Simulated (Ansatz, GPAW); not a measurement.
# MgS with PBE in single-zeta orbitals from a Python script

These are simulated results from GPAW 26.7.0, not measurements. The cell began as a database structure and was relaxed with r2SCAN in plane waves (Ansatz 0.2.0). All runs are without spin polarisation.

The symmetry is F-43m (No. 216, cubic); conventional cell a = 5.662 Å, 22.69 Å³ an atom. Around Mg lie 4 S at 2.45 Å; around S lie 4 Mg at 2.45 Å.

The basis is minimal: single zeta, one radial function for each shell that the log's basis lists. It describes the filled bands fairly and the empty ones poorly.

run.py reads:

```python
import json
from ase import Atoms
from gpaw import GPAW, PW, FermiDirac

atoms = Atoms(['Mg', 'S'],
              cell=[[0.0, 2.830875, 2.830875], [2.830875, 0.0, 2.830875], [2.830875, 2.830875, 0.0]],
              scaled_positions=[[0.0, 0.0, -0.0], [0.75, 0.75, 0.75]],
              pbc=True)
calc = GPAW(mode='lcao', basis='sz(dzp)', h=0.2, xc='PBE', kpts={'size': (6, 6, 6), 'gamma': True},
            occupations=FermiDirac(0.02), maxiter=100, legacy_gpaw=True, txt='gpaw.txt')
atoms.calc = calc
res = {'energy': atoms.get_potential_energy(force_consistent=True)}
res['electrons'] = calc.get_number_of_electrons()
res['k'] = calc.get_ibz_k_points().tolist()
res['levels'] = [calc.get_eigenvalues(kpt=i).tolist() for i in range(len(res['k']))]
points = [[0.0, 0.0, 0.0], [-0.5, -0.5, 0.0], [-0.375, -0.375, 0.25], [-0.375, 0.0, 0.375], [0.0, 0.0, 0.5], [-0.5, -0.25, 0.25]]
bands = calc.fixed_density(kpts=points, symmetry='off', txt='bands.txt')
res['points'] = [bands.get_eigenvalues(kpt=i).tolist() for i in range(len(points))]
json.dump(res, open('results.json', 'w'))
print('free energy (eV):', round(res['energy'], 5))
```

Command: `python run.py`. It took 7 s on 1 thread of Arm Neoverse V1 (shared host), peak memory 0.14 GiB.

The log gpaw.txt, trimmed of paths, versions and times, then the last line on the terminal. An iter line gives the energy in eV and the logarithms of the changes of orbitals (plane waves alone) and density (c: converged):

```
___ ___ ___ _ _ _
 |   |   |_  | | | |

 | | | | | . | | | |

 |__ |  _|___|_____|  26.7.0
 |___|_|

Input parameters:
  basis: sz(dzp)
  h: 0.2
  kpts: {gamma: True,
         size: (6, 6, 6)}
  maxiter: 100
  mode: lcao
  occupations: {fixmagmom: False,
                name: fermi-dirac,
                width: 0.02}
  xc: PBE

System changes: positions, numbers, cell, pbc, initial_charges, initial_magmoms

Initialize ...

species:
  Mg:
    name:    Magnesium
    Z:       12.0
    valence: 10
    core:    2
    charge:  0.0  # [|e|]
    compensation charges:
      type: gauss
      rc: 0.33  # [Å]
      lmax: 2
    cutoffs:
      filter: 1.86  # [Å]
      core: 0.54  # [Å]
    projectors
    | kind |    occ | energy [eV] | rcut [Å] |

    |------|--------|-------------|----------|

    |   2s |  2.000 |     -79.840 |    1.090 |

    |   3s |  2.000 |      -4.705 |    1.090 |

    |   2p |  6.000 |     -46.613 |    1.085 |

    |   3p |  0.000 |      -1.330 |    1.085 |

    |    d |        |       0.000 |    1.037 |

    LCAO basis set for Mg:
      Name: sz(dzp)
      Number of radial functions: 4
      Number of spherical harmonics: 8
        l=0, rc=2.7969 Bohr: 2s-sz confined orbital
        l=0, rc=9.2344 Bohr: 3s-sz confined orbital
        l=1, rc=3.1406 Bohr: 2p-sz confined orbital
        l=1, rc=12.7188 Bohr: 3p-sz confined orbital
      Number of RI-basis functions 0

  S:
    name:    Sulfur
    Z:       16.0
    valence: 6
    core:    10
    charge:  0.0  # [|e|]
    compensation charges:
      type: gauss
      rc: 0.24  # [Å]
      lmax: 2
    cutoffs:
      filter: 1.77  # [Å]
      core: 1.66  # [Å]
    projectors
    | kind |    occ | energy [eV] | rcut [Å] |

    |------|--------|-------------|----------|

    |   3s |  2.000 |     -17.254 |    0.974 |

    |   3p |  4.000 |      -7.008 |    0.979 |

    |    s |        |       9.957 |    0.974 |

    |    p |        |      20.203 |    0.979 |

    |    d |        |       0.000 |    0.900 |

    LCAO basis set for S:
      Name: sz(dzp)
      Number of radial functions: 2
      Number of spherical harmonics: 4
        l=0, rc=5.5156 Bohr: 3s-sz confined orbital
        l=1, rc=6.9375 Bohr: 3p-sz confined orbital
      Number of RI-basis functions 0

Reference energy: -16307.264786  # eV

Spin-paired calculation

Convergence criteria:
 Maximum [total energy] change in last 3 cyles: 0.0005 eV / valence electron
 Maximum integral of absolute [dens]ity change: 0.0001 electrons / valence electron
 Maximum integral of absolute [eigenst]ate change: 4e-08 eV^2 / valence electron
 Maximum number of scf [iter]ations: 100
 (Square brackets indicate name in SCF output, whereas a 'c' in
 the SCF output indicates the quantity has converged.)

Symmetries present (total): 24

  ( 1  0  0)  ( 1  0  0)  ( 1  0 -1)  ( 1  0 -1)  ( 1 -1  0)  ( 1 -1  0)
  ( 0  1  0)  ( 0  0  1)  ( 0  1 -1)  ( 0  0 -1)  ( 0 -1  1)  ( 0 -1  0)
  ( 0  0  1)  ( 0  1  0)  ( 0  0 -1)  ( 0  1 -1)  ( 0 -1  0)  ( 0 -1  1)

  ( 0  1  0)  ( 0  1  0)  ( 0  1 -1)  ( 0  1 -1)  ( 0  0  1)  ( 0  0  1)
  ( 1  0  0)  ( 0  0  1)  ( 1  0 -1)  ( 0  0 -1)  ( 1  0  0)  ( 0  1  0)
  ( 0  0  1)  ( 1  0  0)  ( 0  0 -1)  ( 1  0 -1)  ( 0  1  0)  ( 1  0  0)

  ( 0  0 -1)  ( 0  0 -1)  ( 0 -1  1)  ( 0 -1  1)  ( 0 -1  0)  ( 0 -1  0)
  ( 1  0 -1)  ( 0  1 -1)  ( 1 -1  0)  ( 0 -1  0)  ( 1 -1  0)  ( 0 -1  1)
  ( 0  1 -1)  ( 1  0 -1)  ( 0 -1  0)  ( 1 -1  0)  ( 0 -1  1)  ( 1 -1  0)

  (-1  1  0)  (-1  1  0)  (-1  0  1)  (-1  0  1)  (-1  0  0)  (-1  0  0)
  (-1  0  1)  (-1  0  0)  (-1  1  0)  (-1  0  0)  (-1  1  0)  (-1  0  1)
  (-1  0  0)  (-1  0  1)  (-1  0  0)  (-1  1  0)  (-1  0  1)  (-1  1  0)

216 k-points: 6 x 6 x 6 Monkhorst-Pack grid + [1/12,1/12,1/12]
16 k-points in the irreducible part of the Brillouin zone
       k-points in crystal coordinates                weights
   0:     0.00000000    0.00000000    0.00000000          1/216
   1:     0.16666667    0.16666667    0.00000000          6/216
   2:     0.16666667    0.16666667    0.16666667          8/216
   3:     0.33333333    0.16666667    0.16666667         12/216
   4:     0.33333333    0.33333333   -0.33333333         12/216
   5:     0.33333333    0.33333333    0.00000000          6/216
   6:     0.33333333    0.33333333    0.16666667         24/216
   7:     0.33333333    0.33333333    0.33333333          8/216
   8:     0.50000000    0.33333333   -0.33333333         24/216
   9:     0.50000000    0.33333333   -0.16666667         12/216
          ...
  15:     0.50000000    0.50000000    0.50000000          4/216

Wave functions: LCAO
  Diagonalizer: Serial LAPACK
  Atomic Correction: dense with blas
  Data-type: complex

Occupation numbers: Fermi-Dirac:
  width: 0.0200  # eV

Eigensolver
   LCAO using direct dense diagonalizer

Densities:
  Coarse grid: 16*16*16 grid
  Fine grid: 32*32*32 grid
  Total Charge: 0.000000

Density mixing:
  Method: separate
  Backend: msr1
  Linear mixing parameter: 0.05
  old densities: 10
  Width of damping distribution: 1.1
  Damping of long wavelength oscillations: 20

Hamiltonian:
  XC and Coulomb potentials evaluated on a 32*32*32 grid
  Using the PBE Exchange-Correlation functional
  Interpolation: tri-quintic (5. degree polynomial)
  Poisson solver: FastPoissonSolver using
    Stencil: 12*3+1=37 point O(h^6) finite-difference Laplacian
    FFT axes: [np.int64(0), np.int64(1), np.int64(2)]
    FST axes: []

XC parameters: PBE with 2 nearest neighbor stencil

Memory estimate:
  Process memory now: 110.04 MiB
  Calculator: 9.61 MiB
    Density: 5.16 MiB
      Arrays: 0.81 MiB
      Localized functions: 3.73 MiB
      Mixer: 0.62 MiB
    Hamiltonian: 0.81 MiB
      Arrays: 0.53 MiB
      XC: 0.00 MiB
      Poisson: 0.00 MiB
      vbar: 0.28 MiB
    Wavefunctions: 3.63 MiB
      C [qnM]: 0.04 MiB
      S, T [2 x qmm]: 0.07 MiB
      P [aqMi]: 0.00 MiB
      BasisFunctions: 3.52 MiB
      Eigensolver: 0.00 MiB

Total number of cores used: 1

Number of atoms: 2
Number of atomic orbitals: 12
Number of bands in calculation: 12
Number of valence electrons: 16
Bands to converge: occupied
Positions:
   0 Mg     0.000000    0.000000    0.000000    ( 0.0000,  0.0000,  0.0000)
   1 S      4.246313    4.246313    4.246313    ( 0.0000,  0.0000,  0.0000)

Unit cell:
           periodic     x           y           z      points  spacing
  1. axis:    yes    0.000000    2.830875    2.830875    16     0.2043
  2. axis:    yes    2.830875    0.000000    2.830875    16     0.2043
  3. axis:    yes    2.830875    2.830875    0.000000    16     0.2043

  Lengths:   4.003462   4.003462   4.003462
  Angles:   60.000000  60.000000  60.000000

Effective grid spacing dv^(1/3) = 0.2229

iter:   1    -7.596529        c
iter:   2    -7.559020        c -1.22
iter:   3    -7.415337        c -1.25
iter:   4    -7.417718        c -1.92
iter:   5    -7.418456c       c -2.23
iter:   6    -7.418452c       c -3.44
iter:   7    -7.418452c       c -4.33c

Converged after 7 iterations.

Energy contributions relative to reference atoms: (reference = -16307.264786)

Kinetic:        +13.297985
Potential:      -11.531090
External:        +0.000000
XC:              -9.388089
Entropy (-ST):   -0.000000
Local:           +0.202743
SIC:             +0.000000
--------------------------
Free energy:     -7.418452
Extrapolated:    -7.418452

Showing only first 2 kpts
 Kpt  Band  Eigenvalues  Occupancy
  0     6      2.06389    2.00000
  0     7      2.06616    2.00000
  0     8      5.27608    0.00000
  0     9     11.16423    0.00000

  1     6      1.70379    2.00000
  1     7      1.70499    2.00000
  1     8      6.72299    0.00000
  1     9     10.03503    0.00000

Fermi level: 3.09227

Gap: 3.210 eV
Transition (v -> c):
  (s=0, k=0, n=7, [0.00, 0.00, 0.00]) -> (s=0, k=0, n=8, [0.00, 0.00, 0.00])
No difference between direct/indirect transitions

free energy (eV): -7.41845
```

The gap in the log is over the mesh alone; results.json adds the listed points. PBE in single-zeta orbitals gives a gap of 3.21 eV. On the same cell, plane-wave PBE (Ansatz, 8×8×8 k points and the special points) gives a gap of 3.47 eV and r2SCAN a gap of 4.14 eV; on shared hosts these took about 2.2 and 4.7 core-seconds on the 2-atom cell, against 7 for the script. Semilocal gaps usually lie below measured ones.
